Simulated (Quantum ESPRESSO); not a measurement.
Here is a Quantum ESPRESSO 7.5 calculation.

Contents of pw.in:

```
&CONTROL
  calculation = 'scf'
  prefix = 'pwscf'
  outdir = './tmp'
  pseudo_dir = './pseudo'
  tprnfor = .true.
  tstress = .true.
  disk_io = 'nowf'
/
&SYSTEM
  ibrav = 0
  nat = 2
  ntyp = 2
  ecutwfc = 88
  nbnd = 9
  occupations = 'smearing'
  smearing = 'fd'
  degauss = 0.00367493
/
&ELECTRONS
  conv_thr = 4d-10
  electron_maxstep = 120
  mixing_beta = 0.5
/
ATOMIC_SPECIES
N     14.0070 N_ONCV_PBE-1.2.upf
B     10.8100 B_ONCV_PBE-1.2.upf
CELL_PARAMETERS angstrom
   0.0000000000    1.8130010000    1.8130010000
   1.8130010000    0.0000000000    1.8130010000
   1.8130010000    1.8130010000    0.0000000000
ATOMIC_POSITIONS crystal
N      0.2500000000    0.2500000000    0.2500000000
B      0.0000000000    0.0000000000    0.0000000000
K_POINTS automatic
8 8 8 0 0 0
```

Potentials or basis: SG15 PBE 1.2.

Command:

```bash
$ OMP_NUM_THREADS=1 mpirun -n 2 pw.x -nk 2 -in pw.in > pw.out
```

(1) Estimate the band gap on the k mesh.

(2) What does it give for the pressure?

Answers

(1) 4.53 eV, indirect (least direct gap 8.76 eV).

(2) -1.5 GPa.

**Experimental background.**

A printed reference work, monograph reports, for a bulk crystal of BN at 300 K: band gap 6.4 eV (indirect).

Measured gap of BN: 6.4 eV (indirect; 300 K; a printed reference work, monograph). This calculation gives 4.53 eV (-1.87 eV). The value is that of PBE on a finite k mesh, which can miss the band edges, without temperature or zero-point motion. Semilocal functionals fall short of measured gaps as a rule. The cell is a database's relaxed one, not the measured one, which moves gaps too.
